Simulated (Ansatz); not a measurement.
# SrO: response to strain

SrO is deformed so: equal xy, yz and zx engineering shear strains of -2 %. What stress and forces result, by LAPW, PAW and all-electron datasets made for the crystal?

Program: Ansatz 0.2.0. Level of theory: DFT LDA, scalar-relativistic. These are calculated values, not measurements.

## (1) The starting structure

Symmetry: Fm-3m, No. 225, cubic system. The conventional cell has a = 5.140 Å, b = 5.140 Å, c = 5.140 Å, α = 90.00°, β = 90.00°, γ = 90.00°. Sr (site symmetry m-3m) has 6 O at 2.57 Å as nearest neighbours. O (site symmetry m-3m) is surrounded by 6 Sr at 2.57 Å.

Coordinates:

```cif
data_structure
_symmetry_space_group_name_H-M 'Fm-3m'
_symmetry_Int_Tables_number 225
_cell_length_a 5.1396
_cell_length_b 5.1396
_cell_length_c 5.1396
_cell_angle_alpha 90.000
_cell_angle_beta 90.000
_cell_angle_gamma 90.000
_cell_volume 135.77
loop_
_atom_site_label
_atom_site_type_symbol
_atom_site_symmetry_multiplicity
_atom_site_Wyckoff_symbol
_atom_site_fract_x
_atom_site_fract_y
_atom_site_fract_z
_atom_site_occupancy
Sr1 Sr 4 a 0.00000 0.00000 0.00000 1
O1 O 4 b 0.50000 0.00000 0.00000 1
```

The file gives the conventional cell by its symmetry; the runs use the cell typed in the input.

Atoms are numbered in the order of the input: Sr1, O2.

## (2) The deformed structure

Space group Fm-3m before, R-3m after.

## (3) All-electron LAPW

input.yaml reads:

```yaml
crystal:
  lattice:
    - [-0.051396, 2.544102, 2.544102]
    - [2.544102, -0.051396, 2.544102]
    - [2.544102, 2.544102, -0.051396]
  atoms:
    - { symbol: Sr, position: [0.0, 0.0, 0.0] }
    - { symbol: O, position: [0.5, 0.5, 0.5] }
kpoints:
  mp_grid: { grid: [8, 8, 8] }
  band_path:
    path:
      - [0.0, 0.0, 0.0]
      - [0.5, 0.5, 0.5]
      - [0.2551801333, 0.5, 0.7448198667]
      - [-0.2551801333, 0.2551801333, 0.5]
      - [0.0, 0.0, 0.5]
      - [0.0, 0.0, 0.0]
      - [-0.3775900666, 0.0, 0.3775900666]
      - [0.0, 0.3775900666, 0.6224099334]
      - [0.0, 0.5, 0.5]
    npoints: 5
scf:
  occupations: { method: fermi_dirac, width: 0.02 }
hamiltonian:
  xc: lda
  pseudopotentials: { kind: all_electron, lapw: { basis_error: 0.00025 } }
output:
  forces: true
  stress: true
  eigenvalues: true
```

The run is started by

```sh
$ ansatz run input.yaml --threads 1 --pin off --max-ram 3072MiB --backend cpu --events-out ev --progress --plain --runs-dir out
```

## (4) PAW on the default files

input.yaml reads:

```yaml
crystal:
  lattice:
    - [-0.051396, 2.544102, 2.544102]
    - [2.544102, -0.051396, 2.544102]
    - [2.544102, 2.544102, -0.051396]
  atoms:
    - { symbol: Sr, position: [0.0, 0.0, 0.0] }
    - { symbol: O, position: [0.5, 0.5, 0.5] }
kpoints:
  mp_grid: { grid: [8, 8, 8] }
scf:
  occupations: { method: fermi_dirac, width: 0.02 }
hamiltonian:
  xc: lda
  pseudopotentials: { kind: paw }
output:
  forces: true
  stress: true
  eigenvalues: true
  efg: { contact_densities: true }
```

## (5) Datasets made for this crystal

Changes to input.yaml since step 4:

```diff
@@ -14,3 +14,3 @@
   xc: lda
-  pseudopotentials: { kind: paw }
+  pseudopotentials: { kind: all_electron, datasets: crystal }
 output:
```

(Steps that only read results are left out.)

**Question.** What will these runs give? Wanted: pressure; largest shear or deviatoric stress.

As calculated:

```
                                 quantity                                              value
                                 pressure  LAPW -4.19, PAW -4.20, crystal datasets -4.19 GPa
largest shear or deviatoric stress (LAPW)                                           1.08 GPa
```

In words: The largest part of the stress beyond the pressure is 1.08 GPa in size; the atoms are carried along and not relaxed. No run of the undeformed cell stands beside it, so the pressure holds what the given cell had before the change. PAW: stress within 0.01 GPa of LAPW. Crystal datasets: stress within 0.01 GPa of LAPW.
